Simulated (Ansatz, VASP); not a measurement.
**One calculation of ZnS, two programs**

Contents of INCAR:

```
SYSTEM = ZnS
PREC = Accurate ; ENCUT = 520
EDIFF = 1E-7 ; ISMEAR = -1
SIGMA = 0.05 ; LREAL = .FALSE.
LASPH = .TRUE. ; NELM = 100
ALGO = Normal ; ISIF = 2
LWAVE = .FALSE. ; LCHARG = .FALSE.
GGA = PE ; NBANDS = 16
```

The input KPOINTS:

```
regular mesh
0
G
  9 9 9
  0 0 0
```

POSCAR

```
ZnS
1.0
    0.0000000000      2.7375567091      2.7375567091
    2.7375567091      0.0000000000      2.7375567091
    2.7375567091      2.7375567091      0.0000000000
Zn S
1 1
Direct
    0.7500000000      0.7500000000      0.7500000000
    0.0000000000      0.0000000000      0.0000000000
```

Contents of input.yaml:

```yaml
crystal:
  lattice:
    - [0.0, 2.7375567091, 2.7375567091]
    - [2.7375567091, 0.0, 2.7375567091]
    - [2.7375567091, 2.7375567091, 0.0]
  atoms:
    - { symbol: Zn, position: [0.75, 0.75, 0.75] }
    - { symbol: S, position: [0.0, 0.0, 0.0] }
hamiltonian:
  xc: pbe
  pseudopotentials: { kind: paw }
kpoints:
  mp_grid: { grid: [9, 9, 9] }
scf:
  occupations: { method: fermi_dirac, width: 0.05 }
output:
  forces: true
  stress: true
  eigenvalues: true
```

Change from the starting cell: volume scaled by 1.04.

Alike in both runs: task single point; functional PBE; k mesh 9 × 9 × 9; occupations fermi-dirac, width 0.05 eV; no spin polarisation.

|  | VASP | Ansatz |
| --- | --- | --- |
| version | VASP 6.6.1 | Ansatz 0.2.0 |
| potentials or method | VASP PAW PBE potentials, release 64 (Zn, S) | Ansatz PAW |
| plane-wave cutoff (eV) | 520 | 420 |
| valence electrons in the cell | 18 | 18 |

VASP gave:

| Item | Value |
| --- | --- |
| gap on the k mesh at the Fermi level (eV) | 1.94 |
| least direct gap on the mesh (eV) | 1.94 |
| pressure (GPa) | -1.0 |

Problem. What did Ansatz give for the same quantities?

Solution. gap on the k mesh at the Fermi level (eV): 1.94; least direct gap on the mesh (eV): 1.94; pressure (GPa): -1.2.

Caveats: odd divisions of the mesh miss points on the zone boundary, where band edges often lie, so the gap on the mesh can be too wide (Ansatz).
